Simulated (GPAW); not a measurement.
The system is ZrSe2.

```
Zr Se
1.0
     3.79800    0.00000    0.00000
    -1.89900    3.28916    0.00000
     0.00000    0.00000    6.19200
Zr Se
1 2
Direct
  0.00000 0.00000 0.00000
  0.66667 0.33333 0.75000
  0.33333 0.66667 0.25000
```

- Program: GPAW 26.7.0
- Task: relaxation of cell and atoms
- Functional: PBEsol
- Dispersion: D3(BJ)
- Potentials or basis: PAW data sets generated in the run's folder for this functional
- Cutoff: 600 eV
- Basis: pw
- k mesh: 8 × 8 × 5
- Occupations: fermi-dirac, width 0.05 eV
- Spin: no spin polarisation

At the start: pressure -3.7 GPa; volume 25.78 Å³/atom.

Question: Where does the relaxation end?

Answer: Over 11 steps the energy falls by 44.8 meV/atom and the volume is 22.53 Å³/atom (-12.6 %); space group P-3m1 (No. 164, to 0.05 Å).

The path:
```csv
step,energy change (eV),largest force (eV/Å),pressure (GPa),volume (Å³)
1,0.0000,0.0800,-3.69,77.35
2,-0.0149,0.1546,-3.12,76.70
3,-0.0626,0.5780,0.59,72.64
4,-0.0717,0.5478,0.72,72.10
5,-0.1106,0.0857,0.04,69.15
6,-0.1124,0.0330,-0.21,69.11
7,-0.1198,0.1168,-0.97,68.91
8,-0.1265,0.1926,-1.22,68.42
9,-0.1320,0.1584,-0.85,67.86
10,-0.1342,0.0478,-0.27,67.66
11,-0.1344,0.0012,-0.01,67.58
```

Final structure:
```
Zr Se
1.0
     3.65806    0.00000    0.00000
    -1.82903    3.16798    0.00000
     0.00000    0.00000    5.83186
Zr Se
1 2
Cartesian
  0.0000 0.0000 0.0000
  1.8290 1.0560 4.2255
  0.0000 2.1120 1.6064
```

Caveat: later steps reuse the first step's grids; the volume moved by -13 % from the deposited cell, more than functionals usually miss.
